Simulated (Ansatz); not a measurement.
The computed numbers are results of PBEsol, scalar-relativistic (collinear spin) in the plane-wave PAW code Ansatz at 420 eV, Γ-centred 12×12×12 mesh, 0.05 eV Gaussian smearing; PAW files: Ansatz's generated set soft_2.

The calculation on XSe2, where X is one element, gave:

* Space group: R-3m (No. 166)
* Conventional cell: a = 3.235 Å, b = 3.235 Å, c = 19.469 Å, α = 90.00°, β = 90.00°, γ = 120.00°
* Volume: 19.61 Å³/atom
* Band gap: zero (metallic)
* Density of states at the Fermi level: 0.21 states/(eV·atom)
* Magnetic state: non-magnetic (the starting moments died out)
* Site spin moments: none
* Formation energy from the elements (0 K, uncorrected): -0.35 eV/atom

Sites: X on 3a, Se on 6c.

Q: Which element is X?
A. Os
B. Hf
C. Ta
D. W

A: D. X is W, so the compound is WSe2.

This is a trial structure; measured cells of the compound in the Crystallography Open Database are in space group P63/mmc.

Scalar-relativistic only: spin–orbit splittings of the heavy atoms' levels are missing. The starting moments died out; a magnetic state reached from other starts isn't excluded. The structure is layered, and this functional has no dispersion term, so the layers' spacing is poorly fixed, often too long, and so is what hangs on it.
